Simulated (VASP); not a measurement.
Here is a VASP 6.6.1 calculation.

INCAR

```
PREC = Accurate
ENCUT = 520
EDIFF = 1E-7
ISMEAR = -1
SIGMA = 0.05
LREAL = F
LASPH = T
NELM = 100
ALGO = Normal
ISIF = 2
LWAVE = F
LCHARG = T
LELF = T
LVHAR = T
NBANDS = 11
```

Contents of KPOINTS:

```
regular mesh
0
Gamma
  8 8 8
```

Contents of POSCAR:

```
BeTe
1.0
    0.0000000000      2.7134535211      2.7134535211
    2.7134535211      0.0000000000      2.7134535211
    2.7134535211      2.7134535211      0.0000000000
Te Be
1 1
Direct
    0.7500000000      0.7500000000      0.7500000000
    0.0000000000      0.0000000000      0.0000000000
```

Potentials or basis: VASP PAW LDA potentials, release 64 (Te, Be).

The run is started by

```console
$ cat potpaw_LDA.64/Te/POTCAR potpaw_LDA.64/Be/POTCAR > POTCAR
$ mpirun -np 1 vasp_std > vasp.out
```

Estimate the band gap on the k mesh.

1.59 eV, indirect (least direct gap 3.48 eV).

What does it give for the pressure?

5.5 GPa.

Caveat: spin-orbit coupling is left out, which moves the levels of the heavy elements. A k mesh can miss the band edges.
